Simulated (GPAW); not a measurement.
# Ni (Fm-3m) in GPAW: notebook

Aim: see how the results for Ni move with the level of theory and the settings. Levels: PBE, OLYP, BLYP+D3(BJ), r2SCAN+D3(BJ), RPBE. Tasks: band structure, equation of state.

Program: GPAW 26.7.0. These are calculated values, not measurements. Logs are shortened: lines on timing, memory, paths and dates and some standing lists are left out, and cuts for length are marked. The log counts tension as positive stress, the text compression.

**1. The structure**

It takes space group Fm-3m (No. 225, cubic). The conventional cell has a = 3.475 Å, b = 3.475 Å, c = 3.475 Å, α = 90.00°, β = 90.00°, γ = 90.00°. Around Ni (site symmetry m-3m) lie 12 Ni at 2.46 Å.

**2. Band structure, PBE, collinear spin, ferromagnetic start**

Input file run.py:

```python
from ase.dft.bandgap import bandgap
from ase.io import read, write
from ase.units import GPa
from gpaw import GPAW, PW

atoms = read('POSCAR')
atoms.set_initial_magnetic_moments([1.0])

calc = GPAW(mode=PW(600),
            xc='PBE',
            kpts={'size': (11, 11, 11), 'gamma': True},
            occupations={'name': 'fermi-dirac', 'width': 0.05},
            setups={'Ni': '10'},
            nbands=-9,
            convergence={'density': 1e-05, 'energy': 1e-05},
            maxiter=150,
            txt='gpaw.txt')
atoms.calc = calc
energy = atoms.get_potential_energy()
forces = atoms.get_forces()
stress = atoms.get_stress()
calc.write('gs.gpw')
write('result.traj', atoms)
print(f'Energy: {energy:.6f} eV')
print('Forces (eV/A):')
print(forces.round(4))
print('Stress (GPa):', (stress / GPa).round(3))
print('Moments:', calc.get_magnetic_moments().round(3))
print('Fermi level:', round(calc.get_fermi_level(), 4), 'eV')
print(f'Gap: {bandgap(calc)[0]:.4f} eV, direct: {bandgap(calc, direct=True)[0]:.4f} eV')

path = atoms.cell.bandpath('GXWKGLUWLK,UX', npoints=80, eps=1e-4)
bs_calc = calc.fixed_density(kpts=path, symmetry='off', nbands=-16,
                             convergence={'bands': 'CBM+6.0', 'eigenstates': 1e-6}, txt='bands.txt')
bs = bs_calc.band_structure()
bs.write('bs.json')
print(f'Gap on the path: {bandgap(bs_calc)[0]:.4f} eV')
```

Input file POSCAR:

```
Ni
1.0
    0.0000000000      1.7375729330      1.7375729330
    1.7375729330      0.0000000000      1.7375729330
    1.7375729330      1.7375729330      0.0000000000
Ni
1
Direct
    0.0000000000      0.0000000000      0.0000000000
```

Potentials or basis: GPAW PAW data sets (gpaw-data 1.2.1), other valence, pw.

The run is started by

```sh
$ OMP_NUM_THREADS=1 python run.py
```

gpaw.txt:

```text
__  _  _
 | _ |_)|_||  |
 |__||  | ||/\| - 26.7.0

Input parameters:
  mode=PW(ecut=600.0),
  convergence={'density': 1e-05, 'energy': 1e-05},
  kpts=MonkhorstPack(size=(11, 11, 11), gamma=True),
  maxiter=150,
  nbands=-9,
  occupations=Occupations(name='fermi-dirac', width=0.05),
  setups={'Ni': '10'},
  xc=XC(name='PBE')

Diagonalizing LCAO Hamiltonian
Converting LCAO to pw mode

       Ni

Atoms  # Å, Bohr magnetons
|   | symbol |        x |        y |        z |    initial magnetic moments |
|---|--------|----------|----------|----------|-----------------------------|
| 0 |     Ni | 0.000000 | 0.000000 | 0.000000 | ( 0.0000,  0.0000,  1.0000) |

Unit cell  # Å
| periodic |        x |        y |        z |  lengths |    angles |
|----------|----------|----------|----------|----------|-----------|
|      yes | 0.000000 | 1.737573 | 1.737573 | 2.457299 | 60.000000 |
|      yes | 1.737573 | 0.000000 | 1.737573 | 2.457299 | 60.000000 |
|      yes | 1.737573 | 1.737573 | 0.000000 | 2.457299 | 60.000000 |

Number of symmetries: 48
Symmetry operations  # r_c * U_cc + t_c -> r_c
|    | kind |            matrix            |
|----|------|------------------------------|
|  0 |  σ   |  1, 0, 0,  1, 0,-1,  1,-1, 0 |
|  1 |  C2  |  1, 0, 0,  1,-1, 0,  1, 0,-1 |
|  2 |  E   |  1, 0, 0,  0, 1, 0,  0, 0, 1 |
|  3 |  σ   |  1, 0, 0,  0, 0, 1,  0, 1, 0 |
|  4 |  C4  |  1, 0,-1,  1, 0, 0,  1,-1, 0 |
|  5 |  S6  |  1, 0,-1,  1,-1, 0,  1, 0, 0 |
|  6 |  σ   |  1, 0,-1,  0, 1,-1,  0, 0,-1 |
|  7 |  C3  |  1, 0,-1,  0, 0,-1,  0, 1,-1 |
|  8 |  S6  |  1,-1, 0,  1, 0, 0,  1, 0,-1 |
|  9 |  C4  |  1,-1, 0,  1, 0,-1,  1, 0, 0 |
| 10 |  C3  |  1,-1, 0,  0,-1, 1,  0,-1, 0 |
| 11 |  σ   |  1,-1, 0,  0,-1, 0,  0,-1, 1 |
| 12 |  σ   |  0, 1, 0,  1, 0, 0,  0, 0, 1 |
| 13 |  C4  |  0, 1, 0,  0, 1,-1, -1, 1, 0 |
| 14 |  C3  |  0, 1, 0,  0, 0, 1,  1, 0, 0 |
| 15 |  S6  |  0, 1, 0, -1, 1, 0,  0, 1,-1 |
| 16 |  C2  |  0, 1,-1,  1, 0,-1,  0, 0,-1 |
| 17 |  σ   |  0, 1,-1,  0, 1, 0, -1, 1, 0 |
| 18 |  S4  |  0, 1,-1,  0, 0,-1,  1, 0,-1 |
| 19 |  C4  |  0, 1,-1, -1, 1, 0,  0, 1, 0 |
| 20 |  C3  |  0, 0, 1,  1, 0, 0,  0, 1, 0 |
| 21 |  σ   |  0, 0, 1,  0, 1, 0,  1, 0, 0 |
| 22 |  S6  |  0, 0, 1,  0,-1, 1, -1, 0, 1 |
| 23 |  C4  |  0, 0, 1, -1, 0, 1,  0,-1, 1 |
| 24 |  S4  |  0, 0,-1,  1, 0,-1,  0, 1,-1 |
| 25 |  C3  |  0, 0,-1,  0, 1,-1,  1, 0,-1 |
| 26 |  C2  |  0, 0,-1,  0,-1, 0, -1, 0, 0 |
| 27 |  S6  |  0, 0,-1, -1, 0, 0,  0,-1, 0 |
| 28 |  S4  |  0,-1, 1,  1,-1, 0,  0,-1, 0 |
| 29 |  C4  |  0,-1, 1,  0, 0, 1, -1, 0, 1 |
| 30 |  C2  |  0,-1, 1,  0,-1, 0,  1,-1, 0 |
| 31 |  σ   |  0,-1, 1, -1, 0, 1,  0, 0, 1 |
| 32 |  C3  |  0,-1, 0,  1,-1, 0,  0,-1, 1 |
| 33 |  S6  |  0,-1, 0,  0, 0,-1, -1, 0, 0 |
| 34 |  S4  |  0,-1, 0,  0,-1, 1,  1,-1, 0 |
| 35 |  C2  |  0,-1, 0, -1, 0, 0,  0, 0,-1 |
| 36 |  C2  | -1, 1, 0,  0, 1, 0,  0, 1,-1 |
| 37 |  S6  | -1, 1, 0,  0, 1,-1,  0, 1, 0 |
| 38 |  S4  | -1, 1, 0, -1, 0, 1, -1, 0, 0 |
| 39 |  C3  | -1, 1, 0, -1, 0, 0, -1, 0, 1 |
| 40 |  S6  | -1, 0, 1,  0, 0, 1,  0,-1, 1 |
| 41 |  C2  | -1, 0, 1,  0,-1, 1,  0, 0, 1 |
| 42 |  C3  | -1, 0, 1, -1, 1, 0, -1, 0, 0 |
| 43 |  S4  | -1, 0, 1, -1, 0, 0, -1, 1, 0 |
| 44 |  C2  | -1, 0, 0,  0, 0,-1,  0,-1, 0 |
| 45 |  i   | -1, 0, 0,  0,-1, 0,  0, 0,-1 |
| 46 |  σ   | -1, 0, 0, -1, 1, 0, -1, 0, 1 |
| 47 |  C2  | -1, 0, 0, -1, 0, 1, -1, 1, 0 |

BZ-sampling:
  Number of BZ points: 1331
  Number of IBZ points: 56

  Monkhorst-Pack size: [11, 11, 11]
  Monkhorst-Pack shift: [0, 0, 0]

K-points  # in reciprocal-cell coordinates
|     |                                coordinates |     weight |
|-----|--------------------------------------------|------------|
|   0 | (  0.00000000,   0.00000000,   0.00000000) | 0.00075131 |
|   1 | (  0.09090909,   0.09090909,   0.00000000) | 0.00450789 |
|   2 | (  0.09090909,   0.09090909,   0.09090909) | 0.00601052 |
|   3 | (  0.18181818,   0.09090909,   0.09090909) | 0.00901578 |
|   4 | (  0.18181818,   0.18181818,   0.00000000) | 0.00450789 |
|   5 | (  0.18181818,   0.18181818,   0.09090909) | 0.01803156 |
|   6 | (  0.18181818,   0.18181818,   0.18181818) | 0.00601052 |
|   7 | (  0.27272727,   0.18181818,   0.09090909) | 0.01803156 |
|   8 | (  0.27272727,   0.18181818,   0.18181818) | 0.01803156 |
|   9 | (  0.27272727,   0.27272727,   0.00000000) | 0.00450789 |
| ... |                                            |            |
|  55 | (  0.45454545,   0.45454545,   0.45454545) | 0.00601052 |

Plane wave coefficients: 360
Cutoff: 600.0 eV

Spin-components: 2 (collinear spins)
Bands:           14
Projectors:      6
Spin-degeneracy: 1
Datatype:        complex128

Parallelization:
  kpt:    1
  domain: 1
  band:   1

Density:
  Valence electrons: 10.0
  Components: 2
  Grid points: [14 14 14]
  Charge: 0.0  # |e|

Potential:
  Grid points: [14 14 14]

species:
  Ni:
    name:    Nickel
    Z:       28.0
    valence: 10
    core:    18
    charge:  0.0  # [|e|]
    compensation charges:
      type: gauss
      rc: 0.30  # [Å]
      lmax: 2
    cutoffs:
      filter: 1.77  # [Å]
      core: 2.43  # [Å]
    projectors
    | kind |    occ | energy [eV] | rcut [Å] |
    |------|--------|-------------|----------|
    |   4s |  2.000 |      -5.641 |    0.953 |
    |   4p |  0.000 |      -1.226 |    1.005 |
    |   3d |  8.000 |      -8.875 |    0.953 |
    |    s |        |      21.570 |    0.953 |
    |    p |        |      25.986 |    1.005 |
    |    d |        |      18.337 |    0.953 |

    Using partial waves for Ni as LCAO basis

Reference energy: -41367.998445  # eV

eigensolver:
  PPCG
  Converge bands: occupied
  niter=2

density mixing:
  MSR1-Mixer
  Pratt-step length: 0.05
  Maximum mixing coefficient: 0.75
  Old densities: 10
  SVD Regularization: 0.005
  Good broyden scale: 1.0
  Trust region scale: 1.0
  Backstep threshold: 4.0
  History deletion threshold: 6.0
  Fourier metric: weight=20.0, sigma=0.015

occupation numbers:
  Fermi-Dirac:
    width: 0.0500  # eV

poisson solver:
  ecut: 4800.0  # eV

xc functional:
  name: PBE with 2 nearest neighbor stencil

convergence criteria:
- Maximum integral of absolute [dens]ity change: 1e-05 electrons / valence electron
- Maximum [total energy] change in last 3 cyles: 1e-05 eV / valence electron
- Maximum integral of absolute [eigenst]ate change: 4e-08 eV^2 / valence electron
maximum number of iterations: 150

SCF iterations
|iter     | |      energy | eigst |  dens |  magmom |
|---------|-|-------------|-------|-------|---------|
|iter:   1| |   -7.050544 | +0.07 |       |  +1.0013|
|iter:   2| |   -7.057065 | -2.24 | -1.35 |  +0.9838|
|iter:   3| |   -7.101312 | -3.30 | -1.36 |  +0.7111|
|iter:   4| |   -7.107570 | -3.60 | -1.80 |  +0.5383|
|iter:   5| |   -7.106203 | -4.18 | -2.01 |  +0.5647|
|iter:   6| |   -7.106259 | -5.64 | -2.64 |  +0.5755|
|iter:   7| |   -7.106277c| -6.04 | -3.18 |  +0.5770|
|iter:   8| |   -7.106278c| -7.91c| -4.08 |  +0.5773|
|iter:   9| |   -7.106279c| -8.32c| -4.46 |  +0.5774|
|iter:  10| |   -7.106279c| -9.50c| -5.48c|  +0.5774|

Converged in 10 steps
Energy contributions relative to reference atoms: (reference = -41367.998445)

Energy contributions:
  Kinetic:          12.419787
  Coulomb:          -9.795314
  Zero:             -0.087844
  External:          0.000000
  Xc:               -9.636269
  Entropy:          -0.013276
  Spinorbit:         0.000000
  ----------------------------
  Free energy:      -7.112917
  Extrapolated:     -7.106279

dipole moment: (-10.058199, -10.058199, -10.058199)  # |e|*Ang

Total magnetic moment: (0.000000, 0.000000, 0.577397)

Local magnetic moments
|        x |        y |        z |
|----------|----------|----------|
| 0.000000 | 0.000000 | 0.621574 |  # Ni   0

Fermi level: 10.873
Eigenvalues  # (at kpt = [0.000, 0.000, 0.000])
| band index |      eig [eV] | occ [0-1] |      eig [eV] | occ [0-1] |
|------------|---------------|-----------|---------------|-----------|
|          0 |         1.472 |     1.000 |         1.424 |     1.000 |
|          1 |         8.358 |     1.000 |         9.061 |     1.000 |
|          2 |         8.358 |     1.000 |         9.061 |     1.000 |
|          3 |         8.358 |     1.000 |         9.061 |     1.000 |
|          4 |         9.603 |     1.000 |        10.155 |     1.000 |
|          5 |         9.603 |     1.000 |        10.155 |     1.000 |
|          6 |        30.673 |     0.000 |        31.177 |     0.000 |
|          7 |        30.673 |     0.000 |        31.177 |     0.000 |
|          8 |        30.674 |     0.000 |        31.178 |     0.000 |
|          9 |        35.046 |     0.000 |        34.863 |     0.000 |
|         10 |        39.105 |     0.000 |        39.070 |     0.000 |
|         11 |        39.105 |     0.000 |        39.070 |     0.000 |
|         12 |        39.105 |     0.000 |        39.070 |     0.000 |
|         13 |        41.544 |     0.000 |        41.662 |     0.000 |

No gap
No difference between direct/indirect transitions

Forces  # eV/Ang
|        x |        y |        z |
|----------|----------|----------|
| -0.00000 | -0.00000 | -0.00000 |  # Ni   0

Stress tensor  # eV/Ang^3
|        x |        y |        z |
|----------|----------|----------|
| 0.011565 | 0.000000 | 0.000000 |
| 0.000000 | 0.011565 | 0.000000 |
| 0.000000 | 0.000000 | 0.011565 |

# Writing to gs.gpw (mode='')
```

Wall time 23 s (1 thread of Arm Neoverse V1, shared host); peak memory 0.17 GiB.

What came out:

```yaml
Free_energy: -7.1129 eV
Pressure: -1.9 GPa
Band_gap_along_the_path: none (metal or under the smearing width)
Net_moment: 0.58 μB per cell
Site_moments: Ni +0.62 μB
```

Levels at the corners of the path, in eV from the Fermi level:
Spin up:
```
point  band 2  band 3  band 4  band 5  band 6  band 7
    Γ   -2.52   -2.52   -2.52   -1.27   -1.27   19.80
    X   -4.40   -0.51   -0.41   -0.41    2.35    9.50
    W   -3.22   -3.22   -1.35   -0.42    7.87    7.87
    K   -3.91   -2.21   -1.11   -0.69    5.81    7.42
    Γ   -2.52   -2.52   -2.52   -1.27   -1.27   19.80
    L   -2.51   -2.51   -0.56   -0.56   -0.50    5.89
    U   -3.91   -2.21   -1.11   -0.69    5.81    7.42
    W   -3.22   -3.22   -1.35   -0.42    7.87    7.87
    L   -2.51   -2.51   -0.56   -0.56   -0.50    5.89
    K   -3.91   -2.21   -1.11   -0.69    5.81    7.42
    U   -3.91   -2.21   -1.11   -0.69    5.81    7.42
    X   -4.40   -0.51   -0.41   -0.41    2.35    9.50
```
Spin down:
```
point  band 1  band 2  band 3  band 4  band 5  band 6  band 7
    Γ   -9.45   -1.81   -1.81   -1.81   -0.72   -0.72   20.30
    X   -4.60   -3.83    0.07    0.40    0.40    2.29    9.73
    W   -3.63   -2.66   -2.66   -0.83    0.40    8.04    8.04
    K   -3.80   -3.41   -1.64   -0.57    0.11    6.00    7.59
    Γ   -9.45   -1.81   -1.81   -1.81   -0.72   -0.72   20.30
    L   -4.69   -1.93   -1.93   -0.57    0.16    0.16    6.30
    U   -3.80   -3.41   -1.64   -0.57    0.11    6.00    7.59
    W   -3.63   -2.66   -2.66   -0.83    0.40    8.04    8.04
    L   -4.69   -1.93   -1.93   -0.57    0.16    0.16    6.30
    K   -3.80   -3.41   -1.64   -0.57    0.11    6.00    7.59
    U   -3.80   -3.41   -1.64   -0.57    0.11    6.00    7.59
    X   -4.60   -3.83    0.07    0.40    0.40    2.29    9.73
```

**3. Equation of state, OLYP, collinear spin, ferromagnetic start**

Input file run.py:

```python
from ase.eos import EquationOfState
from ase.io import Trajectory, read
from ase.units import GPa
from gpaw import GPAW, PW, setup_paths

setup_paths.insert(0, '.')

atoms = read('Ni.cif')
atoms.set_initial_magnetic_moments([1.0])

traj = Trajectory('eos.traj', 'w')
volumes, energies = [], []
for x in [0.94, 0.96, 0.98, 1.0, 1.02, 1.04, 1.06]:
    a = atoms.copy()
    a.set_cell(atoms.cell * x**(1 / 3), scale_atoms=True)
    calc = GPAW(mode=PW(600),
                xc='GGA_X_OPTX+GGA_C_LYP',
                kpts={'size': (11, 11, 11), 'gamma': True},
                occupations={'name': 'fermi-dirac', 'width': 0.05},
                nbands=17,
                convergence={'density': 1e-05, 'energy': 1e-05},
                eigensolver='davidson',
                maxiter=150,
                txt=f'eos-{x:.2f}.txt')
    a.calc = calc
    energies.append(a.get_potential_energy(force_consistent=True))
    volumes.append(a.get_volume())
    p = -a.get_stress()[:3].mean() / GPa
    calc.write(f'eos-{x:.2f}.gpw')
    traj.write(a)
    print(f'{x:.2f} {volumes[-1]:10.4f} A^3 {energies[-1]:14.6f} eV {p:9.3f} GPa', flush=True)

v0, e0, B = EquationOfState(volumes, energies, eos='birchmurnaghan').fit()
print(f'V0 = {v0:.4f} A^3, E0 = {e0:.6f} eV, B0 = {B / GPa:.2f} GPa')
```

Input file Ni.cif:

```cif
data_Ni
_cell_length_a 2.45729921
_cell_length_b 2.45729921
_cell_length_c 2.45729921
_cell_angle_alpha 60.00000000
_cell_angle_beta 60.00000000
_cell_angle_gamma 60.00000000
_space_group_name_H-M_alt 'P1'
_space_group_name_Hall 'P 1'
_space_group_IT_number 1
loop_
_space_group_symop_operation_xyz
'x,y,z'
loop_
_atom_site_label
_atom_site_type_symbol
_atom_site_symmetry_multiplicity
_atom_site_Wyckoff_symbol
_atom_site_fract_x
_atom_site_fract_y
_atom_site_fract_z
_atom_site_occupancy
Ni1 Ni 1 a 0.0000000000 0.0000000000 0.0000000000 1
```

Potentials or basis: PAW data sets generated in the run's folder for this functional, pw.

The run is started by

```sh
$ gpaw-setup -f GGA_X_OPTX+GGA_C_LYP Ni
$ OMP_NUM_THREADS=1 python run.py
```

Wall time 97 s (1 thread of Arm Neoverse V1, shared host); peak memory 0.2 GiB.

It converged, with:

```
Equilibrium volume                      : 11.06 Å³/atom
Bulk modulus                            : 193 GPa
Pressure derivative of the bulk modulus : 4.9
```

Energy against volume, from the lowest point:
```
volume (Å³/atom)  energy (meV/atom)
           9.862              98.24
          10.072              64.09
          10.282              38.11
          10.492              19.47
          10.702               7.35
          10.912               1.08
          11.122               0.00
```

**4. Equation of state, BLYP+D3(BJ), collinear spin, ferromagnetic start**

Edit run.py of step 3 so:

```diff
@@ -1,4 +1,7 @@
+from ase import Atoms
+from ase.calculators.mixing import SumCalculator
 from ase.eos import EquationOfState
-from ase.io import Trajectory, read
+from ase.io import Trajectory
 from ase.units import GPa
+from dftd3.ase import DFTD3
 from gpaw import GPAW, PW, setup_paths
@@ -7,3 +10,8 @@
 
-atoms = read('Ni.cif')
+atoms = Atoms(['Ni'],
+              cell=[[0.0, 1.737572933, 1.737572933],
+                    [1.737572933, 0.0, 1.737572933],
+                    [1.737572933, 1.737572933, 0.0]],
+              scaled_positions=[[0.0, 0.0, 0.0]],
+              pbc=True)
 atoms.set_initial_magnetic_moments([1.0])
@@ -16,3 +24,3 @@
     calc = GPAW(mode=PW(600),
-                xc='GGA_X_OPTX+GGA_C_LYP',
+                xc='BLYP',
                 kpts={'size': (11, 11, 11), 'gamma': True},
@@ -24,4 +32,4 @@
                 txt=f'eos-{x:.2f}.txt')
-    a.calc = calc
-    energies.append(a.get_potential_energy(force_consistent=True))
+    a.calc = SumCalculator([calc, DFTD3(method='blyp', damping='d3bj')])
+    energies.append(a.get_potential_energy())
     volumes.append(a.get_volume())
```

Potentials or basis: PAW data sets generated in the run's folder for this functional, pw.

The run is started by

```sh
$ gpaw-setup -f BLYP Ni
$ OMP_NUM_THREADS=1 python run.py
```

Log:

```text
__  _  _
 | _ |_)|_||  |
 |__||  | ||/\| - 26.7.0

Input parameters:
  mode=PW(ecut=600.0),
  convergence={'density': 1e-05, 'energy': 1e-05},
  eigensolver=Davidson(niter=2),
  kpts=MonkhorstPack(size=(11, 11, 11), gamma=True),
  maxiter=150,
  nbands=17,
  occupations=Occupations(name='fermi-dirac', width=0.05),
  xc=XC(name='BLYP')

Diagonalizing LCAO Hamiltonian
Converting LCAO to pw mode

       Ni

Atoms  # Å, Bohr magnetons
|   | symbol |        x |        y |        z |    initial magnetic moments |
|---|--------|----------|----------|----------|-----------------------------|
| 0 |     Ni | 0.000000 | 0.000000 | 0.000000 | ( 0.0000,  0.0000,  1.0000) |

Unit cell  # Å
| periodic |        x |        y |        z |  lengths |    angles |
|----------|----------|----------|----------|----------|-----------|
|      yes | 0.000000 | 1.714089 | 1.714089 | 2.424088 | 60.000000 |
|      yes | 1.714089 | 0.000000 | 1.714089 | 2.424088 | 60.000000 |
|      yes | 1.714089 | 1.714089 | 0.000000 | 2.424088 | 60.000000 |
[... 181 lines left out ...]
  Zero:              0.032243
  External:          0.000000
  Xc:               -9.530425
  Entropy:          -0.011562
  Spinorbit:         0.000000
  ----------------------------
  Free energy:      -6.195554
  Extrapolated:     -6.189773

dipole moment: (-7.034477, -7.034477, -7.034477)  # |e|*Ang

Total magnetic moment: (0.000000, 0.000000, 0.568970)

Local magnetic moments
|        x |        y |        z |
|----------|----------|----------|
| 0.000000 | 0.000000 | 0.598862 |  # Ni   0

Fermi level: 10.069
Eigenvalues  # (at kpt = [0.000, 0.000, 0.000])
| band index |      eig [eV] | occ [0-1] |      eig [eV] | occ [0-1] |
|------------|---------------|-----------|---------------|-----------|
|          0 |       -53.845 |     1.000 |       -53.096 |     1.000 |
|          1 |       -53.845 |     1.000 |       -53.096 |     1.000 |
|          2 |       -53.845 |     1.000 |       -53.096 |     1.000 |
|          3 |         0.466 |     1.000 |         0.449 |     1.000 |
|          4 |         7.403 |     1.000 |         8.090 |     1.000 |
|          5 |         7.403 |     1.000 |         8.090 |     1.000 |
[... 9 lines left out ...]
|         15 |        41.601 |     0.000 |        41.749 |     0.000 |
|         16 |        45.278 |     0.000 |        45.176 |     0.000 |

No gap
No difference between direct/indirect transitions

Stress tensor  # eV/Ang^3
|         x |         y |         z |
|-----------|-----------|-----------|
| -0.192837 | -0.000000 | -0.000000 |
| -0.000000 | -0.192837 |  0.000000 |
| -0.000000 |  0.000000 | -0.192837 |

# Writing to eos-0.96.gpw (mode='')
```

Run time: 97 s. Hardware: 1 thread of Arm Neoverse V1, shared host; peak memory 0.21 GiB.

What came out:

```yaml
Equilibrium_volume: 10.58 Å³/atom
Bulk_modulus: 215 GPa
Pressure_derivative_of_the_bulk_modulus: "5.5 (rough: it moves with the points fitted)"
```

Energy against volume, from the lowest point:
```
volume (Å³/atom)  energy (meV/atom)
           9.862              37.37
          10.072              17.61
          10.282               5.43
          10.492               0.00
          10.702               0.51
          10.912               5.97
          11.122              16.26
```

(Part 1 of 2 ends here.)
